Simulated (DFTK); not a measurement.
The system is InP.

```xyz
2
Lattice="0.0000 2.9305 2.9305 2.9305 0.0000 2.9305 2.9305 2.9305 0.0000" Properties=species:S:1:pos:R:3 pbc="T T T"
In    0.0000    0.0000    0.0000
P     4.3957    4.3957    4.3957
```

Base run:

```yaml
Program: DFTK 0.8.2
Functional: LDA
Potentials_or_basis: SG15 1.2 (PBE)
Cutoff: 1225 eV
k_mesh: 7 × 7 × 7
Occupations: fermi-dirac, width 0.05 eV
Spin: no spin polarisation
```

Its results: band gap on the k mesh 0.53 eV, direct; pressure -0.6 GPa.

**Question.** The run is repeated on the same cell with these changes: functional from LDA to PBEsol. What comes out?

**Answer.** Band gap on the k mesh 0.63 eV, direct; pressure 1.1 GPa.

PBEsol binds less tightly than LDA, so the same cell stands under more pressure.

Caveats: the potentials were made for another functional, which shifts forces and pressure; spin-orbit coupling is left out, which moves the levels of the heavy elements.
